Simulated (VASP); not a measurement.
# Settings for GaAs: energy difference of two geometries

GaAs, F-43m (no. 216), 2 atoms in the cell. PBE, energy difference of two geometries; PAW potentials As, Ga_d (PBE set). VASP 6.6.1.

Wanted: energy difference within 0.5 meV/atom.

What the run is for: energy difference; Accuracy asked: standard; Second geometry: volume scaled by 0.96.

The series start from Plane-wave cutoff (eV): 370; k-point mesh: 7 × 7 × 7; Precision mode (PREC): Accurate; Electronic threshold (eV): 1e-6; Aspherical gradient terms in the spheres (LASPH): yes; Electronic algorithm: ALGO=Normal. Each series keeps the choices made before it, and each single choice may use up half of a tolerance. Times cover all steps of a run.

## Plane-wave cutoff (eV)

| Plane-wave cutoff (eV) | Energy difference (meV/atom) | Time (s) |
|---|---|---|
| 230 | 30.86 | 5.8 |
| 280 | 28.83 | 6.6 |
| 330 | 28.79 | 6.6 |
| 370 | 28.79 | 9.9 |
| 430 | 28.79 | 10 |
| 500 | 28.81 | 13 |
| 600 (reference) | 28.82 | 12 |

Chosen: 280, the loosest value from which every tighter one stays within half of the tolerance.

## k-point mesh

| k-point mesh | Energy difference (meV/atom) | Time (s) |
|---|---|---|
| 2 × 2 × 2 | 64.02 | 4.3 |
| 3 × 3 × 3 | 36.42 | 4.3 |
| 4 × 4 × 4 | 30.70 | 4.8 |
| 5 × 5 × 5 | 29.41 | 5.0 |
| 6 × 6 × 6 | 28.77 | 5.8 |
| 7 × 7 × 7 | 28.83 | 6.6 |
| 9 × 9 × 9 | 28.89 | 8.0 |
| 11 × 11 × 11 | 28.93 | 11 |
| 13 × 13 × 13 (reference) | 29.02 | 14 |

Chosen: 6 × 6 × 6.

## Precision mode (PREC)

| Precision mode (PREC) | Energy difference (meV/atom) | Time (s) |
|---|---|---|
| Low | 29.41 | 4.4 |
| SingleN | 26.51 | 5.0 |
| Normal | 28.86 | 4.6 |
| Accurate (reference) | 28.77 | 5.8 |

Chosen: Normal.

## Electronic threshold (eV)

| Electronic threshold (eV) | Energy difference (meV/atom) | Time (s) |
|---|---|---|
| 0.001 | 28.86 | 4.0 |
| 0.0001 | 28.86 | 4.3 |
| 1e-5 | 28.86 | 4.6 |
| 1e-6 | 28.86 | 4.6 |
| 1e-7 | 28.86 | 5.3 |
| 1e-8 (reference) | 28.86 | 5.9 |

Chosen: 0.001.

## Aspherical gradient terms in the spheres (LASPH)

| Aspherical gradient terms in the spheres (LASPH) | Energy difference (meV/atom) | Time (s) |
|---|---|---|
| no | 28.93 | 2.2 |
| yes (reference) | 28.86 | 4.0 |

Chosen: no.

## Electronic algorithm

| Electronic algorithm | Energy difference (meV/atom) | Time (s) |
|---|---|---|
| ALGO=Normal | 28.93 | 2.2 |
| ALGO=Fast | 28.93 | 2.1 |
| ALGO=VeryFast | 28.92 | 2.5 |
| ALGO=All ISEARCH=1 | 28.94 | 2.7 |
| ALGO=All ISEARCH=0 | 28.94 | 2.5 |
| ALGO=Damped TIME=0.4 | 28.93 | 2.2 |
| ALGO=Damped TIME=0.1 | 28.91 | 2.7 |

Chosen: ALGO=Normal; no other choice that stays within half of the tolerance saves 30 % of the time.

## All choices together

| Input | Energy difference (meV/atom) | Time (s) |
|---|---|---|
| the program's defaults (naive) | 30.41 | 1.6 |
| chosen settings | 28.93 | 2.2 |
| reference settings throughout | 29.00 | 46 |

The tolerance is met.

## The input

INCAR:
```
ALGO = Normal
EDIFF = 0.001
EFERMI = MIDGAP
ENCUT = 280
GGA = PE
GGA_COMPAT = F
ISIF = 2
ISMEAR = 0
LASPH = F
LCHARG = F
LREAL = F
LWAVE = F
NELM = 120
PREC = Normal
SIGMA = 0.03
```

KPOINTS:
```
Automatic mesh
0
Gamma
  6 6 6
  0 0 0
```

POSCAR.step1:
```
GaAs
1.0
    0.0000000000      2.8268500000      2.8268500000
    2.8268500000      0.0000000000      2.8268500000
    2.8268500000      2.8268500000      0.0000000000
As Ga
1 1
Direct
    0.7500000000      0.7500000000      0.7500000000
    0.0000000000      0.0000000000      0.0000000000
```

POSCAR.step2:
```
GaAs
1.0
    0.0000000000      2.7886446409      2.7886446409
    2.7886446409      0.0000000000      2.7886446409
    2.7886446409      2.7886446409      0.0000000000
As Ga
1 1
Direct
    0.7500000000      0.7500000000      0.7500000000
    0.0000000000      0.0000000000      0.0000000000
```

Commands (each step's output is kept before the next begins):
```
cat potpaw_PBE.64/As/POTCAR potpaw_PBE.64/Ga_d/POTCAR > POTCAR
cp POSCAR.step1 POSCAR
mpirun -np 1 vasp_std > vasp.out
cp POSCAR.step2 POSCAR
mpirun -np 1 vasp_std > vasp.out
```

The chosen input took VASP 6.6.1 2.2 s on 1 core (Intel Xeon 6975P-C (Granite Rapids)), a shared host.

## An input that fails: one k point for a small cell

It runs to its end, but against the unchanged starting input it is off by 265.42 meV/atom in the energy difference.

k mesh: 7 × 7 × 7 becomes 1 × 1 × 1.

Changes against the starting input:
```
(all steps)
- NELM = 120
+ NELM = 73
```
